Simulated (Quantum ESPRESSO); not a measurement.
## Ba under changes of volume

One of the cells (62.989 Å³/atom); the others are scaled copies at fixed shape and fractional positions:

```
CELL_PARAMETERS angstrom
-2.50650 2.50650 2.50650
2.50650 -2.50650 2.50650
2.50650 2.50650 -2.50650
ATOMIC_POSITIONS crystal
Ba 0.00000 0.00000 0.00000
```

```yaml
Program: Quantum ESPRESSO 7.5
Functional: AM05
Potentials_or_basis: PseudoDojo 0.4 FR PBE standard
Cutoff: 599 eV
Density_cutoff: 2395 eV
k_mesh: 8 × 8 × 8
Occupations: fermi-dirac, width 0.05 eV
Spin: spin-orbit coupling, no magnetisation
```

```tsv
volume (Å³/atom)	energy over the lowest point (meV/atom)	pressure (GPa)
59.209	1.04	0.2
60.469	0.00	0.0
61.729	0.50	-0.1
62.989	?	?
64.249	5.60	-0.5
65.508	9.99	-0.6
66.768	15.45	-0.7
```

Question: What does the run at 62.989 Å³/atom give?

Answer: Energy over the lowest point 2.40 meV/atom; pressure -0.3 GPa.

Worked out: A Birch-Murnaghan fit of order 3 (a polynomial in V^(-2/3)) to the other rows has its minimum at 60.68 Å³/atom with B0 = V·E''(V) = 9.3 GPa and B' = 3.2. It gives 2.41 meV/atom at 62.989 Å³/atom, against the run's 2.40, and -dE/dV = -0.3 GPa, against -0.3.

Energies are extrapolated to zero smearing.

Caveats: the potentials were made for another functional, which shifts forces and pressure.
